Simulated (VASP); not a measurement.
Write the native input for VASP 6.6.1 that does the following.

| Property | Result |
| --- | --- |
| Task | single point |
| Functional | r2SCAN |
| Potentials or basis | VASP PAW PBE potentials, release 64 (Li_sv, O) |
| Cutoff | 520 eV |
| k mesh | 8 × 8 × 8 |
| Occupations | gaussian, width 0.02 eV |
| Spin | no spin polarisation |
| Further INCAR settings | ALGO = Normal; EDIFF = 1e-07; NBANDS = 13 |

The structure of Li2O lies in POSCAR:

```
Li2O
1.0
    0.0000000000      2.2896700000      2.2896700000
    2.2896700000      0.0000000000      2.2896700000
    2.2896700000      2.2896700000      0.0000000000
Li O
2 1
Direct
    0.2500000000      0.2500000000      0.2500000000
    0.7500000000      0.7500000000      0.7500000000
    0.0000000000      0.0000000000      0.0000000000
```

One way to write it, as run:

INCAR

```
PREC = Accurate
ENCUT = 520
EDIFF = 1E-7
ISMEAR = 0
SIGMA = 0.02
LREAL = F
LASPH = T
NELM = 100
ALGO = Normal
ISIF = 2
LWAVE = F
LCHARG = F
METAGGA = R2SCAN
LMIXTAU = T
NBANDS = 13
```

KPOINTS

```
Automatic mesh
0
Gamma
  8 8 8
```

Potentials or basis: VASP PAW PBE potentials, release 64 (Li_sv, O).

The run is started by

```bash
$ cat potpaw_PBE.64/Li_sv/POTCAR potpaw_PBE.64/O/POTCAR > POTCAR
$ mpirun -np 1 vasp_std > vasp.out
```

It gave:

- Band gap on the k mesh: 5.72 eV, indirect (least direct gap 6.31 eV)

It took 18 s on 1 thread of Intel(R) Xeon(R) 6975P-C (Granite Rapids), with other jobs on the host, peak memory 0.13 GiB.
